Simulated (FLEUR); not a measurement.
Here is a FLEUR MaX-R8.1 (later development tree) calculation.

Contents of inp.xml:

```xml
<?xml version="1.0" encoding="UTF-8" standalone="no"?>
<fleurInput fleurInputVersion="0.39">
   <comment>
      FeO                                                                                                 
   </comment>
   <calculationSetup>
      <cutoffs Kmax="4.58" Gmax="14.2" GmaxXC="14.2" numbands="0"/>
      <scfLoop itmax="80" minDistance="0.0001" maxIterBroyd="30" imix="Anderson" alpha="0.05" precondParam="0.0" spinf="2.0" sdNocoIR="T"/>
      <coreElectrons ctail="F" frcor="F" kcrel="0" coretail_lmax="0"/>
      <xcFunctional name="LibXC" relativisticCorrections="F">
         <LibXCName exchange="mgga_x_scan" correlation="mgga_c_scan"/>
         <AuxGGA exchange="117" correlation="130"/>
      </xcFunctional>
      <magnetism jspins="2"/>
      <soc l_soc="F" theta="0.0" phi="0.0" spav="F"/>
      <expertModes spex="0" secvar="F"/>
      <geometryOptimization l_f="F" forcealpha="1.0" forcemix="BFGS" epsdisp="0.00001" epsforce="0.00001"/>
      <ldaU l_linMix="F" mixParam="0.05" spinf="1.0"/>
   </calculationSetup>
   <cell>
      <bzIntegration valenceElectrons="22.0" mode="hist" fermiSmearingEnergy="0.00183747">
         <kPointListSelection listName="default-1"/>
         <!-- k-points included here -->
         <xi:include xmlns:xi="http://www.w3.org/2001/XInclude" href="kpts.xml"> </xi:include>
      </bzIntegration>
      <!-- symmetry operations included here -->
      <xi:include xmlns:xi="http://www.w3.org/2001/XInclude" href="sym.xml"> </xi:include>
      <bulkLattice scale="1.0">
         <bravaisMatrix>
            <row-1>    2.8701555376648544     1.6570850722987371     4.7613110176573485</row-1>
            <row-2>   -2.8701555376648544     1.6570850722987371     4.7613110176573485</row-2>
            <row-3>    0.0000000000000000    -3.3141701445974743     4.7613110176573485</row-3>
         </bravaisMatrix>
      </bulkLattice>
   </cell>
   <atomSpecies>
      <species name="Iron (Fe) 3.000" element="Fe" atomicNumber="26">
         <mtSphere radius="2.14" gridPoints="707" logIncrement="0.017"/>
         <atomicCutoffs lmax="9" lnonsphr="9"/>
         <electronConfig flipSpins="F">
            <coreConfig>(1s1/2) (2s1/2) (2p1/2) (2p3/2)</coreConfig>
            <valenceConfig>(3s1/2) (3p1/2) (3p3/2) (4s1/2) (3d3/2) (3d5/2)</valenceConfig>
            <stateOccupation state="(3d3/2)" spinUp="1.5" spinDown="0.9"/>
            <stateOccupation state="(3d5/2)" spinUp="3.0" spinDown="0.6"/>
         </electronConfig>
         <energyParameters s="4" p="4" d="3" f="4"/>
         <lo type="SCLO" l="0" n="3" eDeriv="0"/>
         <lo type="SCLO" l="1" n="3" eDeriv="0"/>
         <lo type="SCLO" l="1" n="3" eDeriv="1"/>
         <lo type="SCLO" l="2" n="3" eDeriv="2"/>
         <lo type="SCLO" l="3" n="4" eDeriv="2"/>
      </species>
      <species name="Oxygen (O)" element="O" atomicNumber="8">
         <mtSphere radius="1.64" gridPoints="543" logIncrement="0.02"/>
         <atomicCutoffs lmax="8" lnonsphr="8"/>
         <electronConfig flipSpins="F">
            <coreConfig>(1s1/2)</coreConfig>
            <valenceConfig>(2s1/2) (2p1/2) (2p3/2)</valenceConfig>
            <stateOccupation state="(2p1/2)" spinUp="0.666667" spinDown="0.666667"/>
            <stateOccupation state="(2p3/2)" spinUp="1.333333" spinDown="1.333333"/>
         </electronConfig>
         <energyParameters s="2" p="2" d="3" f="4"/>
         <lo type="SCLO" l="0" n="2" eDeriv="2"/>
         <lo type="SCLO" l="1" n="2" eDeriv="2"/>
         <lo type="SCLO" l="2" n="3" eDeriv="2"/>
      </species>
   </atomSpecies>
   <atomGroups>
      <atomGroup species="Iron (Fe) 3.000">
         <relPos label="                   1">.0000000000 .0000000000 .0000000000</relPos>
         <force calculate="T" relaxXYZ="TTT"/>
      </atomGroup>
      <atomGroup species="Oxygen (O)">
         <relPos label="                   2">1.000/2.000 1.000/2.000 1.000/2.000</relPos>
         <force calculate="T" relaxXYZ="TTT"/>
      </atomGroup>
   </atomGroups>
   <output dos="F" band="F" slice="F">
      <checks vchk="F" cdinf="F"/>
      <bandDOS minEnergy="-.5*Htr" maxEnergy="0.5*Htr" sigma="0.015" storeEVData="T"/>
      <vacuumDOS vacdos="F" integ="F" star="F" nstars="0" locx1="0.0" locy1="0.0" locx2="0.0" locy2="0.0" nstm="0" tworkf="0.0"/>
      <unfoldingBand unfoldBand="F" supercellX="1" supercellY="1" supercellZ="1"/>
      <plotting iplot="0" polar="F">
         <plot TwoD="T" vec1="  1.0  0.0  0.0" vec2="  0.0  1.0  0.0" vec3="  0.0  0.0  1.0" zero="  0.0  0.0  0.0" file="plot"/>
      </plotting>
      <chargeDensitySlicing numkpt="0" minEigenval="0.0" maxEigenval="0.0" nnne="0" pallst="F"/>
      <specialOutput eonly="F"/>
      <moessbauerParams electricFieldGradient="T" isomerShift="T" coreHyperfine="T" valenceHyperfine="T"/>
      <magneticCircularDichroism mcd="F" energyLo="-10.0" energyUp="0.0"/>
   </output>
  <!-- We include the file relax.xml here to enable relaxations (see documentation) -->
  <xi:include xmlns:xi="http://www.w3.org/2001/XInclude" href="relax.xml"> <xi:fallback/> </xi:include>
</fleurInput>
```

File crystal.txt:

```
FeO
&input cartesian=F /
1.5188209023  0.8768916568  2.5195772846
-1.5188209023  0.8768916568  2.5195772846
0.0000000000  -1.7537833136  2.5195772846
1.8897261246
1.0 1.0 1.0

2
26 0.0000000000  0.0000000000  0.0000000000 : 3.000
8 0.5000000000  0.5000000000  0.5000000000

&kpt div1=11 div2=11 div3=11 gamma=T /
```

The input inp.xml (bands):

```
<?xml version="1.0" encoding="UTF-8" standalone="no"?>
<fleurInput fleurInputVersion="0.39">
   <comment>
      FeO                                                                                                 
   </comment>
   <calculationSetup>
      <cutoffs Kmax="4.58" Gmax="14.2" GmaxXC="14.2" numbands="0"/>
      <scfLoop itmax="80" minDistance="0.0001" maxIterBroyd="30" imix="Anderson" alpha="0.05" precondParam="0.0" spinf="2.0" sdNocoIR="T"/>
      <coreElectrons ctail="F" frcor="F" kcrel="0" coretail_lmax="0"/>
      <xcFunctional name="LibXC" relativisticCorrections="F">
         <LibXCName exchange="mgga_x_scan" correlation="mgga_c_scan"/>
         <AuxGGA exchange="117" correlation="130"/>
      </xcFunctional>
      <magnetism jspins="2"/>
      <soc l_soc="F" theta="0.0" phi="0.0" spav="F"/>
      <expertModes spex="0" secvar="F"/>
      <geometryOptimization l_f="F" forcealpha="1.0" forcemix="BFGS" epsdisp="0.00001" epsforce="0.00001"/>
      <ldaU l_linMix="F" mixParam="0.05" spinf="1.0"/>
   </calculationSetup>
   <cell>
      <bzIntegration valenceElectrons="22.0" mode="hist" fermiSmearingEnergy="0.00183747">
         <kPointListSelection listName="path-1"/>
         <!-- k-points included here -->
         <xi:include xmlns:xi="http://www.w3.org/2001/XInclude" href="kpts.xml"> </xi:include>
      </bzIntegration>
      <!-- symmetry operations included here -->
      <xi:include xmlns:xi="http://www.w3.org/2001/XInclude" href="sym.xml"> </xi:include>
      <bulkLattice scale="1.0">
         <bravaisMatrix>
            <row-1>    2.8701555376648544     1.6570850722987371     4.7613110176573485</row-1>
            <row-2>   -2.8701555376648544     1.6570850722987371     4.7613110176573485</row-2>
            <row-3>    0.0000000000000000    -3.3141701445974743     4.7613110176573485</row-3>
         </bravaisMatrix>
      </bulkLattice>
   </cell>
   <atomSpecies>
      <species name="Iron (Fe) 3.000" element="Fe" atomicNumber="26">
         <mtSphere radius="2.14" gridPoints="707" logIncrement="0.017"/>
         <atomicCutoffs lmax="9" lnonsphr="9"/>
         <electronConfig flipSpins="F">
            <coreConfig>(1s1/2) (2s1/2) (2p1/2) (2p3/2)</coreConfig>
            <valenceConfig>(3s1/2) (3p1/2) (3p3/2) (4s1/2) (3d3/2) (3d5/2)</valenceConfig>
            <stateOccupation state="(3d3/2)" spinUp="1.5" spinDown="0.9"/>
            <stateOccupation state="(3d5/2)" spinUp="3.0" spinDown="0.6"/>
         </electronConfig>
         <energyParameters s="4" p="4" d="3" f="4"/>
         <lo type="SCLO" l="0" n="3" eDeriv="0"/>
         <lo type="SCLO" l="1" n="3" eDeriv="0"/>
         <lo type="SCLO" l="1" n="3" eDeriv="1"/>
         <lo type="SCLO" l="2" n="3" eDeriv="2"/>
         <lo type="SCLO" l="3" n="4" eDeriv="2"/>
      </species>
      <species name="Oxygen (O)" element="O" atomicNumber="8">
         <mtSphere radius="1.64" gridPoints="543" logIncrement="0.02"/>
         <atomicCutoffs lmax="8" lnonsphr="8"/>
         <electronConfig flipSpins="F">
            <coreConfig>(1s1/2)</coreConfig>
            <valenceConfig>(2s1/2) (2p1/2) (2p3/2)</valenceConfig>
            <stateOccupation state="(2p1/2)" spinUp="0.666667" spinDown="0.666667"/>
            <stateOccupation state="(2p3/2)" spinUp="1.333333" spinDown="1.333333"/>
         </electronConfig>
         <energyParameters s="2" p="2" d="3" f="4"/>
         <lo type="SCLO" l="0" n="2" eDeriv="2"/>
         <lo type="SCLO" l="1" n="2" eDeriv="2"/>
         <lo type="SCLO" l="2" n="3" eDeriv="2"/>
      </species>
   </atomSpecies>
   <atomGroups>
      <atomGroup species="Iron (Fe) 3.000">
         <relPos label="                   1">.0000000000 .0000000000 .0000000000</relPos>
         <force calculate="T" relaxXYZ="TTT"/>
      </atomGroup>
      <atomGroup species="Oxygen (O)">
         <relPos label="                   2">1.000/2.000 1.000/2.000 1.000/2.000</relPos>
         <force calculate="T" relaxXYZ="TTT"/>
      </atomGroup>
   </atomGroups>
   <output dos="F" band="T" slice="F">
      <checks vchk="F" cdinf="F"/>
      <bandDOS minEnergy="-.5*Htr" maxEnergy="0.5*Htr" sigma="0.015" storeEVData="T"/>
      <vacuumDOS vacdos="F" integ="F" star="F" nstars="0" locx1="0.0" locy1="0.0" locx2="0.0" locy2="0.0" nstm="0" tworkf="0.0"/>
      <unfoldingBand unfoldBand="F" supercellX="1" supercellY="1" supercellZ="1"/>
      <plotting iplot="0" polar="F">
         <plot TwoD="T" vec1="  1.0  0.0  0.0" vec2="  0.0  1.0  0.0" vec3="  0.0  0.0  1.0" zero="  0.0  0.0  0.0" file="plot"/>
      </plotting>
      <chargeDensitySlicing numkpt="0" minEigenval="0.0" maxEigenval="0.0" nnne="0" pallst="F"/>
      <specialOutput eonly="F"/>
      <moessbauerParams electricFieldGradient="T" isomerShift="T" coreHyperfine="T" valenceHyperfine="T"/>
      <magneticCircularDichroism mcd="F" energyLo="-10.0" energyUp="0.0"/>
   </output>
  <!-- We include the file relax.xml here to enable relaxations (see documentation) -->
  <xi:include xmlns:xi="http://www.w3.org/2001/XInclude" href="relax.xml"> <xi:fallback/> </xi:include>
</fleurInput>
```

Potentials or basis: all-electron, FLAPW.

Command:

```console
$ inpgen -f crystal.txt -profile fastHighL
$ # inp.xml edited to the form shown
$ fleur_MPI
$ fleur_MPI   # second run, on inp.xml (bands)
```

(1) What does it give for the site moments?

(2) Predict the net moment.

Results:

(1) Fe +3.67; O +0.28 μB.

(2) 4.00 μB per cell.

Caveat: the meta-GGA is that of a development version, with a GGA for the radial functions and cores and without core tails; a cell with one magnetic atom can't hold antiferromagnetic order, which such compounds often take; semilocal functionals often make such compounds metallic where correlation or magnetic order opens a gap, which also shifts bond lengths.
